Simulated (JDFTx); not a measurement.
Crystal: Sn.

```xyz
2
Lattice="0.0000 3.2333 3.2333 3.2333 0.0000 3.2333 3.2333 3.2333 0.0000" Properties=species:S:1:pos:R:3 pbc="T T T"
Sn    4.8500    4.8500    4.8500
Sn    3.2333    3.2333    3.2333
```

This isn't the form of Sn at room conditions, which is tetragonal (white tin).

| Item | Value |
| --- | --- |
| Program | JDFTx 1.7.0 (patched build) |
| Task | single point |
| Functional | PBEsol |
| Potentials or basis | PseudoDojo-SR-PBEsol-0.4.1-standard with smoothed tails |
| Cutoff | 980 eV |
| Density cutoff | 7837 eV |
| k mesh | 7 × 7 × 7 |
| Occupations | fermi-dirac, width 0.05 eV |
| Spin | no spin polarisation |

On this cell: pressure 1.7 GPa; largest force zero by symmetry; band gap on the k mesh none (metal or under the smearing width).

The same run follows on a disturbed copy (atoms moved at random, drawn with an rms of 0.05 Å):

```
CELL_PARAMETERS angstrom
0.00000 3.23334 3.23334
3.23334 0.00000 3.23334
3.23334 3.23334 0.00000
ATOMIC_POSITIONS crystal
Sn 0.75132 0.75902 0.76259
Sn 0.49467 0.50900 0.50001
```

What does the disturbed cell give?

The energy (extrapolated to zero smearing) moves by +11.5 meV/atom; pressure 1.8 GPa; largest force 0.561 eV/Å; band gap on the k mesh none (metal or under the smearing width).

Forces on the atoms (eV/Å):
```
Sn  -0.292 -0.465 -0.118
Sn   0.292  0.465  0.118
```

Stress tensor (GPa, compression positive):
```
 1.80 -0.42 -1.45
-0.42  1.75 -0.92
-1.45 -0.92  1.83
```
